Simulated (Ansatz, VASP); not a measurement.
## Nb: VASP beside Ansatz

```xyz
1
Lattice="-1.6378 1.6378 1.6378 1.6378 -1.6378 1.6378 1.6378 1.6378 -1.6378" Properties=species:S:1:pos:R:3 pbc="T T T"
Nb    0.0000    0.0000    0.0000
```

Alike in both runs: functional PBEsol; k mesh 8 × 8 × 8; occupations gaussian, width 0.1 eV; no spin polarisation.

Ansatz relaxed the structure, and its values are those at the end. VASP's run is a single point on that final structure, the one shown.

|  | VASP | Ansatz |
| --- | --- | --- |
| version | VASP 6.6.1 | Ansatz 0.2.0 |
| potentials or method | VASP PAW PBE potentials, release 64 (Nb_sv) | scalar-relativistic, plane waves, PAW |
| plane-wave cutoff (eV) | 520 | 420 |
| valence electrons in the cell | 13 | 13 |

```csv
,VASP,Ansatz,Ansatz less VASP
gap on the k mesh at the Fermi level (eV),none,none,-
pressure (GPa),-0.3,0.1,+0.34
```

A gap of «none» marks a metal or a gap that the smearing closes. The functional is the same, so the differences come from potentials, cutoffs and numerics.

Caveats: the PAW data sets were made with another functional, which shifts forces and pressure a little (VASP).
